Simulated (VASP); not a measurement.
Input of a VASP 6.6.1 run:

INCAR

```
SYSTEM = PbS
ALGO = Normal
EDIFF = 1E-6
EDIFFG = -0.005
ENCUT = 600
IBRION = 2
ISIF = 3
ISMEAR = 0
LASPH = .TRUE.
LCHARG = .FALSE.
LMIXTAU = .TRUE.
LREAL = .FALSE.
LWAVE = .FALSE.
METAGGA = R2SCAN
NELM = 120
NSW = 40
PREC = Accurate
SIGMA = 0.02
```

File KPOINTS:

```
k-points
0
G
  10 10 10
  0 0 0
```

POSCAR

```
PbS
1.0
    0.0000000000      2.9600000000      2.9600000000
    2.9600000000      0.0000000000      2.9600000000
    2.9600000000      2.9600000000      0.0000000000
Pb S
1 1
Direct
    0.0000000000      0.0000000000      0.0000000000
    0.5000000000      0.5000000000      0.5000000000
```

Potentials or basis: VASP PAW PBE potentials, release 64 (Pb_d, S).

The run is started by

```bash
$ cat potpaw_PBE.64/Pb_d/POTCAR potpaw_PBE.64/S/POTCAR > POTCAR
$ mpirun -np 1 vasp_std > vasp.out
```

What does it give for the relaxed volume?

26.67 Å³/atom.

What does it give for the relaxed cell?

a = 4.225 Å, b = 4.225 Å, c = 4.225 Å, α = 60.00°, β = 60.00°, γ = 60.00°.

Final structure:
```yaml
crystal:
  lattice:
    - [0.00000, 2.98769, 2.98769]
    - [2.98769, 0.00000, 2.98769]
    - [2.98769, 2.98769, 0.00000]
  atoms:
    - { symbol: Pb, position: [0.00000, 0.00000, 0.00000] }
    - { symbol: S, position: [0.50000, 0.50000, 0.50000] }
```

Caveat: the PAW data sets were made with another functional, which shifts forces and pressure a little.
